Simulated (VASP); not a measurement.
# ZnSe (F-43m) in VASP: notebook

Runs on ZnSe. Level: PBE. Tasks: single point.

Everything below comes from runs of VASP 6.6.1. Logs are shortened: lines on timing, memory, paths and dates and some standing lists are left out, and cuts for length are marked.

**Measured values to compare with.**

“Alloy Disordering Effects on the Thermal Conductivity and Energy Gap Temperature Dependence of Cd1−xZnxSe Ternary Crystals Grown by the Bridgman Method”, 2023, pmc:10253836 reports, for a bulk crystal of ZnSe at 300 K: band gap 2.695 ± 0.003 eV (an exciton energy, a little under the gap).

How close the calculation comes is told below.

## 1. The structure

The structure is cubic, space group F-43m (No. 216). The conventional cell has a = 5.668 Å, b = 5.668 Å, c = 5.668 Å, α = 90.00°, β = 90.00°, γ = 90.00°. Around Zn (site symmetry -43m) lie 4 Se at 2.45 Å. Around Se (site symmetry -43m) lie 4 Zn at 2.45 Å.

## 2. Single point, PBE

INCAR

```
ALGO = Normal ; EDIFF = 1E-7
ENCUT = 300 ; GGA = PE
ISIF = 2 ; ISMEAR = 0
LASPH = T ; LCHARG = F
LREAL = F ; LWAVE = F
NBANDS = 16 ; NELM = 100
PREC = Accurate ; SIGMA = 0.02
```

KPOINTS

```
k-points
0
Gamma
  8 8 8
```

POSCAR

```
ZnSe
1.0
    0.0000000000      2.8338000000      2.8338000000
    2.8338000000      0.0000000000      2.8338000000
    2.8338000000      2.8338000000      0.0000000000
Zn Se
1 1
Direct
    0.0000000000      0.0000000000      0.0000000000
    0.2500000000      0.2500000000      0.2500000000
```

Potentials or basis: VASP PAW PBE potentials, release 64 (Zn, Se).

On the command line:

```sh
$ cat potpaw_PBE.64/Zn/POTCAR potpaw_PBE.64/Se/POTCAR > POTCAR
$ mpirun -np 1 vasp_std > vasp.out
```

OUTCAR:

```text
EDIFF = 1E-7
   ENCUT = 300
   GGA = PE
   ISIF = 2
   ISMEAR = 0
   LASPH = T
   LREAL = F
   NELM = 100
   PREC = Accurate

 ion  position               nearest neighbor table
   1  0.000  0.000  0.000-   2 2.45   2 2.45   2 2.45   2 2.45
   2  0.250  0.250  0.250-   1 2.45   1 2.45   1 2.45   1 2.45

  LATTYP: Found a face centered cubic cell.
 ALAT       =     5.6676000000

  Lattice vectors:

 A1 = (   0.0000000000,   2.8338000000,   2.8338000000)
 A2 = (   2.8338000000,   0.0000000000,   2.8338000000)
 A3 = (   2.8338000000,   2.8338000000,   0.0000000000)

Analysis of symmetry for initial positions (statically):
=====================================================================
 Subroutine PRICEL returns:
 Original cell was already a primitive cell.

 Routine SETGRP: Setting up the symmetry group for a
 face centered cubic supercell.

 Subroutine GETGRP returns: Found 24 space group operations
 (whereof 24 operations were pure point group operations)
 out of a pool of 48 trial point group operations.

The static configuration has the point symmetry T_d .

Analysis of symmetry for dynamics (positions and initial velocities):
=====================================================================
 Subroutine PRICEL returns:
 Original cell was already a primitive cell.

 Routine SETGRP: Setting up the symmetry group for a
 face centered cubic supercell.

 Subroutine GETGRP returns: Found 24 space group operations
 (whereof 24 operations were pure point group operations)
 out of a pool of 48 trial point group operations.

The dynamic configuration has the point symmetry T_d .

 Subroutine INISYM returns: Found 24 space group operations
 (whereof 24 operations are pure point group operations),
 and found     1 'primitive' translations

----------------------------------------------------------------------------------------

                                     Primitive cell

  volume of cell :      45.5132

  direct lattice vectors                    reciprocal lattice vectors
     0.000000000  2.833800000  2.833800000    -0.176441527  0.176441527  0.176441527
     2.833800000  0.000000000  2.833800000     0.176441527 -0.176441527  0.176441527
     2.833800000  2.833800000  0.000000000     0.176441527  0.176441527 -0.176441527

  length of vectors
     4.007598393  4.007598393  4.007598393     0.305605690  0.305605690  0.305605690

  position of ions in fractional coordinates (direct lattice)
     0.000000000  0.000000000  0.000000000
     0.250000000  0.250000000  0.250000000

  ion indices of the primitive-cell ions
   primitive index   ion index
                 1           1
                 2           2

----------------------------------------------------------------------------------------

 KPOINTS: k-points

Automatic generation of k-mesh.
 Grid dimensions read from file:
 generate k-points for:    8    8    8

 Generating k-lattice:

  Cartesian coordinates                     Fractional coordinates (reciprocal lattice)
    -0.022055191  0.022055191  0.022055191     0.125000000  0.000000000  0.000000000
     0.022055191 -0.022055191  0.022055191     0.000000000  0.125000000  0.000000000
     0.022055191  0.022055191 -0.022055191     0.000000000  0.000000000  0.125000000

  Length of vectors
     0.038200711  0.038200711  0.038200711

  Shift w.r.t. Gamma in fractional coordinates (k-lattice)
     0.000000000  0.000000000  0.000000000

 Subroutine IBZKPT returns following result:
 ===========================================

 Found     29 irreducible k-points:

 Following reciprocal coordinates:
            Coordinates               Weight
  0.000000  0.000000  0.000000      1.000000
  0.125000  0.000000  0.000000      8.000000
  0.250000  0.000000  0.000000      8.000000
  0.375000  0.000000  0.000000      8.000000
  0.500000  0.000000  0.000000      4.000000
  0.125000  0.125000  0.000000      6.000000
[... 16 lines left out ...]
  0.500000  0.250000  0.125000     48.000000
 -0.375000  0.250000  0.125000     24.000000
 [... further k-points ...]
   k-points           NKPTS =     29   k-points in BZ     NKDIM =     29   number of bands    NBANDS=     16
   number of dos      NEDOS =    301   number of ions     NIONS =      2
   total plane-waves  NPLWV =  13824
   dimension x,y,z NGX =    24 NGY =   24 NGZ =   24
   dimension x,y,z NGXF=    48 NGYF=   48 NGZF=   48
   ions per type =               1   1
   NGX,Y,Z   is equivalent  to a cutoff of   9.96,  9.96,  9.96 a.u.
   NGXF,Y,Z  is equivalent  to a cutoff of  19.91, 19.91, 19.91 a.u.
 SYSTEM =  unknown system
   PREC   = accura    normal or accurate (medium, high low for compatibility)
   ISTART =      0    job   : 0-new  1-cont  2-samecut
   ICHARG =      2    charge: 1-file 2-atom 10-const
   ISPIN  =      1    spin polarized calculation?
   LNONCOLLINEAR =      F non collinear calculations
   LSORBIT =      F    spin-orbit coupling
   LASPH  =      T    aspherical Exc in radial PAW
   ENCUT  =  300.0 eV  22.05 Ry    4.70 a.u.   5.66  5.66  5.66*2*pi/ulx,y,z
   NELM   =    100;   NELMIN=  2; NELMDL= -5     # of ELM steps
   EDIFF  = 0.1E-06   stopping-criterion for ELM
   LREAL  =      F    real-space projection
   EDIFFG = 0.1E-05   stopping-criterion for IOM
   NSW    =      0    number of steps for IOM
   IBRION =     -1    ionic relax: 0-MD 1-quasi-New 2-CG
   NFREE  =      0    steps in history (QN), initial steepest desc. (CG)
   ISIF   =      2    stress and relaxation
   ISYM   =      2    0-nonsym 1-usesym 2-fastsym
   POTIM  = 0.5000    time-step for ionic-motion
   TEBEG  =    0.0;   TEEND  =   0.0 temperature during run
   PSTRESS=    0.0 pullay stress
   NELECT =      18.0000    total number of electrons
   NUPDOWN=      -1.0000    fix difference up-down
   EMIN   =  10.00;   EMAX   =-10.00  energy-range for DOS
   EFERMI =   0.00;   METHOD = LEGACY
   ISMEAR =     0;   SIGMA  =   0.02  broadening in eV -4-tet -1-fermi 0-gaus
   EFERMI_NEDOS =   21; number of points for ismear=-14 and -15
   IALGO  =     38    algorithm
   IMIX   =      4    mixing-type and parameters
     AMIX     =   0.40;   BMIX     =  1.00
     AMIX_MAG =   1.60;   BMIX_MAG =  1.00
  volume/ion in A,a.u.               =      22.76       153.57
  Fermi-wavevector in a.u.,A,eV,Ry     =   1.201673  2.270834 19.647073  1.444019
  Thomas-Fermi vector in A             =   2.337476
   LORBIT       =      0    0 simple, 1 ext, 2 COOP (PROOUT), +10 PAW based schemes
   GGA     = PE    functional components
   LHFCALC =     F    Hartree Fock is set to
   AEXX    =    0.0000 exact exchange contribution
   IVDW    =     0    specifies the selected vdW correction
   LEPSILON=     F    determine dielectric tensor
   LRPA    =     F    only Hartree local field effects (RPA)
 non-spin polarized calculation
 Gauss-broadening in eV      SIGMA  =   0.02
  energy-cutoff  :      300.00
  volume of cell :       45.51
 maximum number of plane-waves:       546
   NGX = 11   NGY = 11   NGZ = 11

 number of electron      17.9999994 magnetization

 Free energy of the ion-electron system (eV)
  ---------------------------------------------------
  ext. energy  EPLUGINS =         0.00000000
  ---------------------------------------------------
  free energy    TOTEN  =        -6.01941873 eV

  energy without entropy =       -6.01941873  energy(sigma->0) =       -6.01941873

 E-fermi :   1.7288     XC(G=0):  -9.3225

 val. band max:        1.6166712975   @ k =   0.0000   0.0000   0.0000
 cond. band min:       2.9019127153   @ k =   0.0000   0.0000   0.0000
 fundamental gap:      1.2852414178
 Fermi energy:         1.7287941085

 k-point     1 :       0.0000    0.0000    0.0000
  band No.  band energies     occupation
      1     -11.6461      2.00000
      2      -4.9104      2.00000
      3      -4.9103      2.00000
      4      -4.9103      2.00000
      5      -4.5385      2.00000
      6      -4.5385      2.00000
[... 8 lines left out ...]
     15      13.0800      0.00000
     16      13.0800      0.00000

 k-point     2 :       0.1250    0.0000    0.0000
  band No.  band energies     occupation
      1     -11.5454      2.00000
      2      -4.9038      2.00000
      3      -4.8945      2.00000
      4      -4.8945      2.00000
      5      -4.5399      2.00000
      6      -4.5399      2.00000
[... 8 lines left out ...]
     15      12.2974      0.00000
     16      12.4047      0.00000

 k-point     3 :       0.2500    0.0000    0.0000
  band No.  band energies     occupation
      1     -11.2838      2.00000
      2      -4.8595      2.00000
      3      -4.8595      2.00000
      4      -4.8494      2.00000
      5      -4.5384      2.00000
      6      -4.5384      2.00000
[... 8 lines left out ...]
     15      12.0605      0.00000
     16      12.3349      0.00000

 k-point     4 :       0.3750    0.0000    0.0000
  band No.  band energies     occupation
      1     -10.9899      2.00000
      2      -4.8314      2.00000
      3      -4.8314      2.00000
      4      -4.6554      2.00000
      5      -4.5278      2.00000
      6      -4.5277      2.00000
[... 8 lines left out ...]
     15      13.1732      0.00000
     16      13.1732      0.00000
[... 324 lines left out ...]
 k-point    22 :       0.3750    0.2500    0.1250
  band No.  band energies     occupation
      1     -11.0791      2.00000
      2      -4.8691      2.00000
      3      -4.8079      2.00000
      4      -4.7811      2.00000
      5      -4.5529      2.00000
      6      -4.5137      2.00000
[... 8 lines left out ...]
     15      13.8821      0.00000
     16      15.0643      0.00000

 k-point    23 :       0.5000    0.2500    0.1250
  band No.  band energies     occupation
      1     -10.8337      2.00000
      2      -4.8154      2.00000
      3      -4.7835      2.00000
      4      -4.6525      2.00000
      5      -4.5262      2.00000
      6      -4.4751      2.00000
[... 8 lines left out ...]
     15      14.2120      0.00000
     16      15.3221      0.00000

 k-point    24 :      -0.3750    0.2500    0.1250
  band No.  band energies     occupation
      1     -10.7245      2.00000
      2      -4.8068      2.00000
      3      -4.7692      2.00000
      4      -4.5709      2.00000
      5      -4.5316      2.00000
      6      -4.3300      2.00000
[... 8 lines left out ...]
     15      14.3675      0.00000
     16      15.1817      0.00000

 [... further k-points ...]
[... 5 lines left out ...]
  --------------------------------------------------------------------------------------
  -------------------------------------------------------------------------------------
  Total        0.6418492      0.6418492      0.6418492      0.0000000      0.0000000     -0.0000000
  in kB       22.5946689     22.5946689     22.5946689      0.0000000      0.0000000     -0.0000000
  external PRESSURE =      22.5946689 kB  Pullay stress =       0.0000000 kB

 VOLUME and BASIS-vectors are now :
 -----------------------------------------------------------------------------
  energy-cutoff  :      300.00
  volume of cell :       45.51
      direct lattice vectors                 reciprocal lattice vectors
     0.000000000  2.833800000  2.833800000    -0.176441527  0.176441527  0.176441527
     2.833800000  0.000000000  2.833800000     0.176441527 -0.176441527  0.176441527
     2.833800000  2.833800000  0.000000000     0.176441527  0.176441527 -0.176441527

 POSITION                                       TOTAL-FORCE (eV/Angst)
 -----------------------------------------------------------------------------------
      0.00000      0.00000      0.00000        -0.000000     -0.000000     -0.000000
      1.41690      1.41690      1.41690         0.000000      0.000000      0.000000
 -----------------------------------------------------------------------------------
    total drift:                               -0.000006     -0.000006     -0.000005

  FREE ENERGIE OF THE ION-ELECTRON SYSTEM (eV)
  ---------------------------------------------------
  free  energy   TOTEN  =        -6.0194187260 eV

  energy  without entropy=       -6.0194187260  energy(sigma->0) =       -6.01941873
```

Wall time 16 s (1 thread of AMD EPYC 7R43 (Zen 3), shared host); peak memory 0.1 GiB.

Results:

```
Free energy            : -6.0194 eV
Band gap on the k mesh : 1.29 eV, direct
```

Levels at points of the mesh, in eV from the valence-band top:
```
           k point  band 7  band 8  band 9  band 10  band 11  band 12
(0.00, 0.00, 0.00)    0.00    0.00    0.00     1.29     5.80     5.80
(0.50, 0.00, 0.00)   -5.23   -0.87   -0.87     2.54     6.38     6.38
(0.50, 0.50, 0.00)   -4.75   -2.19   -2.19     2.98     3.46    10.74
```

Caveat: the cutoff is under 1.25 times the usual one of these potentials, so pressure, stress and relaxed cells hold a basis-set (Pulay) error.

(Part 1 of 2 ends here.)
